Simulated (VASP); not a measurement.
# CdF2 in VASP 6.6.1, single-point calculation

INCAR

```
NELM = 120
LMAXMIX = 4
LDAUU = 2.0 0
LCHARG = .FALSE.
ENCUT = 520
EDIFF = 1E-7
LDAUTYPE = 2
NSW = 0
IBRION = -1
NBANDS = 20
LWAVE = .FALSE.
PREC = Accurate
LDAU = .TRUE.
ISMEAR = -1
LASPH = .TRUE.
LDAUJ = 0 0
LDAUL = 2 -1
LREAL = .FALSE.
GGA = PE
SIGMA = 0.02
ISIF = 2
```

KPOINTS

```
KPOINTS created by Atomic Simulation Environment
0
Gamma
3 3 3
0 0 0
```

POSCAR

```
Cd F
 1.0000000000000000
     0.0000000000000000    2.7480612347000002    2.7480612347000002
     2.7480612347000002    0.0000000000000000    2.7480612347000002
     2.7480612347000002    2.7480612347000002    0.0000000000000000
 Cd  F
   1   2
Cartesian
  0.0000000000000000  0.0000000000000000  0.0000000000000000
  1.3740306173500001  1.3740306173500001  1.3740306173500001
  4.1220918520500005  4.1220918520500005  4.1220918520500005
```

The recommended PBE PAW datasets give the neutral cell 26 valence electrons.

Command

```
mpirun -np 1 vasp_std
```

Task: How does this run end, and what does it give?

Result: It converged. Results: gap between bands v and c on the k mesh 3.16 eV; least direct gap on the k mesh 3.68 eV; pressure -1.1 GPa. Band v is the last that the valence electrons fill when counted band by band, and c is the next.

OSZICAR

```
N       E                     dE             d eps       ncg     rms          rms(c)
DAV:   1     0.210541630371E+03    0.21054E+03   -0.15611E+04   160   0.131E+03
DAV:   2    -0.226686579877E+01   -0.21281E+03   -0.20528E+03   172   0.343E+02
DAV:   3    -0.123378262187E+02   -0.10071E+02   -0.10057E+02   188   0.837E+01
DAV:   4    -0.123862488833E+02   -0.48423E-01   -0.48421E-01   176   0.563E+00
DAV:   5    -0.123864419270E+02   -0.19304E-03   -0.19304E-03   168   0.313E-01    0.960E+00
DAV:   6    -0.105894136704E+02    0.17970E+01   -0.47918E+00   188   0.395E+01    0.728E+00
DAV:   7    -0.106684045273E+02   -0.78991E-01   -0.11546E+00   168   0.860E+00    0.409E+00
DAV:   8    -0.106640854819E+02    0.43190E-02   -0.20435E-01   160   0.369E+00    0.955E-01
DAV:   9    -0.106514989115E+02    0.12587E-01   -0.46669E-02   176   0.219E+00    0.138E-01
DAV:  10    -0.106520722836E+02   -0.57337E-03   -0.39635E-03   168   0.724E-01    0.164E-01
DAV:  11    -0.106522655944E+02   -0.19331E-03   -0.81290E-04   168   0.226E-01    0.832E-02
DAV:  12    -0.106522296737E+02    0.35921E-04   -0.24131E-04   168   0.124E-01    0.211E-02
DAV:  13    -0.106522297656E+02   -0.91925E-07   -0.19211E-05   172   0.356E-02    0.394E-03
DAV:  14    -0.106522298511E+02   -0.85494E-07   -0.61538E-07   168   0.555E-03
   1 F= -.10652230E+02 E0= -.10652230E+02  d E =-.830265E-13
```

For comparison, a separate PBE run of the intended cell, on usual settings and not on those above, gives a gap of 2.86 eV on its mesh and a pressure of -0.2 GPa.
